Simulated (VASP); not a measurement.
# KI (Fm-3m) in VASP: notebook

The runs below take KI through single point, with LDA, PBEsol, r2SCAN, PBE0.

Program: VASP 6.6.1. These are calculated values, not measurements. Logs are shortened: lines on timing, memory, paths and dates and some standing lists are left out, and cuts for length are marked.

**Measured values to compare with.**

From a printed reference work, monograph, for a bulk crystal of KI: band gap 6.32 eV.

The results are compared with them further down.

## (1) The cell of the first run

It takes space group Fm-3m (No. 225, cubic). Conventional cell: a = 7.066 Å, b = 7.066 Å, c = 7.066 Å, α = 90.00°, β = 90.00°, γ = 90.00°. Within 4.6 Å of I (site symmetry m-3m) lie 6 K at 3.53 Å. K (site symmetry m-3m) has 6 I at 3.53 Å within 4.6 Å.

## (2) Single point, LDA

Contents of INCAR:

```
  PREC = Accurate
  ENCUT = 520
  EDIFF = 1E-6
  ISMEAR = 0
  SIGMA = 0.01
  LREAL = F
  LASPH = T
  NELM = 80
  ALGO = Normal
  ISIF = 2
  LWAVE = F
  LCHARG = F
  GGA = CA
  NBANDS = 15
```

Contents of KPOINTS:

```
Automatic mesh
0
Gamma
  6 6 6
```

Contents of POSCAR:

```
KI
1.0
    0.0000000000      3.5327750000      3.5327750000
    3.5327750000      0.0000000000      3.5327750000
    3.5327750000      3.5327750000      0.0000000000
I K
1 1
Direct
    0.5000000000      0.5000000000      0.5000000000
    0.0000000000      0.0000000000      0.0000000000
```

Potentials or basis: VASP PAW LDA potentials, release 64 (I, K_sv).

Run with:

```console
> cat potpaw_LDA.64/I/POTCAR potpaw_LDA.64/K_sv/POTCAR > POTCAR
> mpirun -np 1 vasp_std > vasp.out
```

OUTCAR:

```text
PREC = Accurate
   ENCUT = 520
   EDIFF = 1E-6
   ISMEAR = 0
   LREAL = F
   LASPH = T
   NELM = 80
   ISIF = 2
   GGA = CA

 ion  position               nearest neighbor table
   1  0.500  0.500  0.500-   2 3.53   2 3.53   2 3.53   2 3.53   2 3.53   2 3.53
   2  0.000  0.000  0.000-   1 3.53   1 3.53   1 3.53   1 3.53   1 3.53   1 3.53

  LATTYP: Found a face centered cubic cell.
 ALAT       =     7.0655500000

  Lattice vectors:

 A1 = (   0.0000000000,   3.5327750000,   3.5327750000)
 A2 = (   3.5327750000,   0.0000000000,   3.5327750000)
 A3 = (   3.5327750000,   3.5327750000,   0.0000000000)

Analysis of symmetry for initial positions (statically):
=====================================================================
 Subroutine PRICEL returns:
 Original cell was already a primitive cell.

 Routine SETGRP: Setting up the symmetry group for a
 face centered cubic supercell.

 Subroutine GETGRP returns: Found 48 space group operations
 (whereof 48 operations were pure point group operations)
 out of a pool of 48 trial point group operations.

The static configuration has the point symmetry O_h .

Analysis of symmetry for dynamics (positions and initial velocities):
=====================================================================
 Subroutine PRICEL returns:
 Original cell was already a primitive cell.

 Routine SETGRP: Setting up the symmetry group for a
 face centered cubic supercell.

 Subroutine GETGRP returns: Found 48 space group operations
 (whereof 48 operations were pure point group operations)
 out of a pool of 48 trial point group operations.

The dynamic configuration has the point symmetry O_h .

 Subroutine INISYM returns: Found 48 space group operations
 (whereof 48 operations are pure point group operations),
 and found     1 'primitive' translations

----------------------------------------------------------------------------------------

                                     Primitive cell

  volume of cell :      88.1816

  direct lattice vectors                    reciprocal lattice vectors
     0.000000000  3.532775000  3.532775000    -0.141531799  0.141531799  0.141531799
     3.532775000  0.000000000  3.532775000     0.141531799 -0.141531799  0.141531799
     3.532775000  3.532775000  0.000000000     0.141531799  0.141531799 -0.141531799

  length of vectors
     4.996098318  4.996098318  4.996098318     0.245140266  0.245140266  0.245140266

  position of ions in fractional coordinates (direct lattice)
     0.500000000  0.500000000  0.500000000
     0.000000000  0.000000000  0.000000000

  ion indices of the primitive-cell ions
   primitive index   ion index
                 1           1
                 2           2

----------------------------------------------------------------------------------------

 KPOINTS: Automatic mesh

Automatic generation of k-mesh.
 Grid dimensions read from file:
 generate k-points for:    6    6    6

 Generating k-lattice:

  Cartesian coordinates                     Fractional coordinates (reciprocal lattice)
    -0.023588633  0.023588633  0.023588633     0.166666667  0.000000000  0.000000000
     0.023588633 -0.023588633  0.023588633     0.000000000  0.166666667  0.000000000
     0.023588633  0.023588633 -0.023588633     0.000000000  0.000000000  0.166666667

  Length of vectors
     0.040856711  0.040856711  0.040856711

  Shift w.r.t. Gamma in fractional coordinates (k-lattice)
     0.000000000  0.000000000  0.000000000

 Subroutine IBZKPT returns following result:
 ===========================================

 Found     16 irreducible k-points:

 Following reciprocal coordinates:
            Coordinates               Weight
  0.000000  0.000000  0.000000      1.000000
  0.166667  0.000000  0.000000      8.000000
  0.333333  0.000000  0.000000      8.000000
  0.500000  0.000000  0.000000      4.000000
  0.166667  0.166667  0.000000      6.000000
  0.333333  0.166667  0.000000     24.000000
[... 8 lines left out ...]
 -0.333333  0.333333  0.166667     24.000000
 -0.333333  0.500000  0.166667     12.000000
   k-points           NKPTS =     16   k-points in BZ     NKDIM =     16   number of bands    NBANDS=     15
   number of dos      NEDOS =    301   number of ions     NIONS =      2
   total plane-waves  NPLWV =  64000
   dimension x,y,z NGX =    40 NGY =   40 NGZ =   40
   dimension x,y,z NGXF=    80 NGYF=   80 NGZF=   80
   ions per type =               1   1
   NGX,Y,Z   is equivalent  to a cutoff of  13.31, 13.31, 13.31 a.u.
   NGXF,Y,Z  is equivalent  to a cutoff of  26.62, 26.62, 26.62 a.u.
 SYSTEM =  unknown system
   PREC   = accura    normal or accurate (medium, high low for compatibility)
   ISTART =      0    job   : 0-new  1-cont  2-samecut
   ICHARG =      2    charge: 1-file 2-atom 10-const
   ISPIN  =      1    spin polarized calculation?
   LNONCOLLINEAR =      F non collinear calculations
   LSORBIT =      F    spin-orbit coupling
   LASPH  =      T    aspherical Exc in radial PAW
   ENCUT  =  520.0 eV  38.22 Ry    6.18 a.u.   9.29  9.29  9.29*2*pi/ulx,y,z
   NELM   =     80;   NELMIN=  2; NELMDL= -5     # of ELM steps
   EDIFF  = 0.1E-05   stopping-criterion for ELM
   LREAL  =      F    real-space projection
   EDIFFG = 0.1E-04   stopping-criterion for IOM
   NSW    =      0    number of steps for IOM
   IBRION =     -1    ionic relax: 0-MD 1-quasi-New 2-CG
   NFREE  =      0    steps in history (QN), initial steepest desc. (CG)
   ISIF   =      2    stress and relaxation
   ISYM   =      2    0-nonsym 1-usesym 2-fastsym
   POTIM  = 0.5000    time-step for ionic-motion
   TEBEG  =    0.0;   TEEND  =   0.0 temperature during run
   PSTRESS=    0.0 pullay stress
   NELECT =      16.0000    total number of electrons
   NUPDOWN=      -1.0000    fix difference up-down
   EMIN   =  10.00;   EMAX   =-10.00  energy-range for DOS
   EFERMI =   0.00;   METHOD = LEGACY
   ISMEAR =     0;   SIGMA  =   0.01  broadening in eV -4-tet -1-fermi 0-gaus
   EFERMI_NEDOS =   21; number of points for ismear=-14 and -15
   IALGO  =     38    algorithm
   IMIX   =      4    mixing-type and parameters
     AMIX     =   0.40;   BMIX     =  1.00
     AMIX_MAG =   1.60;   BMIX_MAG =  1.00
  volume/ion in A,a.u.               =      44.09       297.54
  Fermi-wavevector in a.u.,A,eV,Ry     =   0.926806  1.751409 11.686988  0.858969
  Thomas-Fermi vector in A             =   2.052808
   LORBIT       =      0    0 simple, 1 ext, 2 COOP (PROOUT), +10 PAW based schemes
   GGA     = CA    functional components
   LHFCALC =     F    Hartree Fock is set to
   AEXX    =    0.0000 exact exchange contribution
   IVDW    =     0    specifies the selected vdW correction
   LEPSILON=     F    determine dielectric tensor
   LRPA    =     F    only Hartree local field effects (RPA)
 non-spin polarized calculation
 Gauss-broadening in eV      SIGMA  =   0.01
  energy-cutoff  :      520.00
  volume of cell :       88.18
 maximum number of plane-waves:      2421
 NGX is ok and might be reduce to    40
   NGX = 19   NGY = 19   NGZ = 19

 number of electron      15.9999999 magnetization

 Free energy of the ion-electron system (eV)
  ---------------------------------------------------
  ext. energy  EPLUGINS =         0.00000000
  ---------------------------------------------------
  free energy    TOTEN  =        -6.12862866 eV

  energy without entropy =       -6.12862866  energy(sigma->0) =       -6.12862866

 E-fermi :  -0.5513     XC(G=0):  -7.6250

 val. band max:       -0.6243141771   @ k =   0.0000   0.0000   0.0000
 cond. band min:       2.9904539436   @ k =   0.0000   0.0000   0.0000
 fundamental gap:      3.6147681207
 Fermi energy:        -0.5512650971

 k-point     1 :       0.0000    0.0000    0.0000
  band No.  band energies     occupation
      1     -28.7629      2.00000
      2     -12.4876      2.00000
      3     -12.4876      2.00000
      4     -12.4876      2.00000
      5     -11.1949      2.00000
      6      -0.6243      2.00000
      7      -0.6243      2.00000
      8      -0.6243      2.00000
      9       2.9905      0.00000
     10       5.6580      0.00000
     11       5.6580      0.00000
     12       5.6580      0.00000
     13       6.4165      0.00000
     14       6.4165      0.00000
     15       8.8498      0.00000

 k-point     2 :       0.1667    0.0000    0.0000
  band No.  band energies     occupation
      1     -28.7623      2.00000
      2     -12.5362      2.00000
      3     -12.4883      2.00000
      4     -12.4883      2.00000
      5     -11.1143      2.00000
      6      -1.0737      2.00000
      7      -0.7195      2.00000
      8      -0.7195      2.00000
      9       3.6390      0.00000
     10       5.5654      0.00000
     11       5.9512      0.00000
     12       5.9512      0.00000
     13       6.7345      0.00000
     14       6.7345      0.00000
     15       9.7503      0.00000

 k-point     3 :       0.3333    0.0000    0.0000
  band No.  band energies     occupation
      1     -28.7612      2.00000
      2     -12.6205      2.00000
      3     -12.4896      2.00000
      4     -12.4896      2.00000
      5     -10.9640      2.00000
      6      -1.7393      2.00000
      7      -0.8952      2.00000
      8      -0.8952      2.00000
      9       4.4356      0.00000
     10       6.1392      0.00000
     11       6.6651      0.00000
     12       6.6651      0.00000
     13       7.5560      0.00000
     14       7.5560      0.00000
     15       8.7892      0.00000
[... 199 lines left out ...]
 k-point    15 :      -0.3333    0.3333    0.1667
  band No.  band energies     occupation
      1     -28.7600      2.00000
      2     -12.5859      2.00000
      3     -12.5145      2.00000
      4     -12.5041      2.00000
      5     -10.9589      2.00000
      6      -1.6393      2.00000
      7      -1.2923      2.00000
      8      -1.0887      2.00000
      9       5.3919      0.00000
     10       5.7388      0.00000
     11       6.1541      0.00000
     12       7.3730      0.00000
     13       7.9660      0.00000
     14       8.3592      0.00000
     15       9.0726      0.00000

 k-point    16 :      -0.3333    0.5000    0.1667
  band No.  band energies     occupation
      1     -28.7598      2.00000
      2     -12.5375      2.00000
      3     -12.5299      2.00000
      4     -12.5151      2.00000
      5     -10.9987      2.00000
      6      -1.5331      2.00000
      7      -1.2115      2.00000
      8      -1.1953      2.00000
      9       4.8031      0.00000
     10       5.4995      0.00000
     11       6.5407      0.00000
     12       7.4497      0.00000
     13       7.7651      0.00000
     14       8.8170      0.00000
     15       9.2069      0.00000

------------------------ aborting loop because EDIFF is reached ----------------------------------------

  FORCE on cell =-STRESS in cart. coord.  units (eV):
  Direction    XX          YY          ZZ          XY          YZ          ZX
  --------------------------------------------------------------------------------------
  -------------------------------------------------------------------------------------
  Total       -0.7108121     -0.7108121     -0.7108121      0.0000000     -0.0000000      0.0000000
  in kB      -12.9147940    -12.9147940    -12.9147940      0.0000000     -0.0000000      0.0000000
  external PRESSURE =     -12.9147940 kB  Pullay stress =       0.0000000 kB

 VOLUME and BASIS-vectors are now :
 -----------------------------------------------------------------------------
  energy-cutoff  :      520.00
  volume of cell :       88.18
      direct lattice vectors                 reciprocal lattice vectors
     0.000000000  3.532775000  3.532775000    -0.141531799  0.141531799  0.141531799
     3.532775000  0.000000000  3.532775000     0.141531799 -0.141531799  0.141531799
     3.532775000  3.532775000  0.000000000     0.141531799  0.141531799 -0.141531799

 POSITION                                       TOTAL-FORCE (eV/Angst)
 -----------------------------------------------------------------------------------
      3.53277      3.53277      3.53277         0.000000      0.000000      0.000000
      0.00000      0.00000      0.00000        -0.000000     -0.000000     -0.000000
 -----------------------------------------------------------------------------------
    total drift:                                0.000000     -0.000000     -0.000000

  FREE ENERGIE OF THE ION-ELECTRON SYSTEM (eV)
  ---------------------------------------------------
  free  energy   TOTEN  =        -6.1286286604 eV

  energy  without entropy=       -6.1286286604  energy(sigma->0) =       -6.12862866
```

It took 11 s on 1 thread of Intel Xeon 6975P-C (Granite Rapids), shared host; peak memory 0.19 GiB.

What came out:

```yaml
Free_energy: -6.1286 eV
Pressure: -1.3 GPa
Band_gap_on_the_k_mesh: 3.61 eV
```

Caveat: spin-orbit coupling is left out, which moves the levels of the heavy elements. LDA gaps usually lie below the measured ones, often by a third to a half.

[end of part 1 of 2]
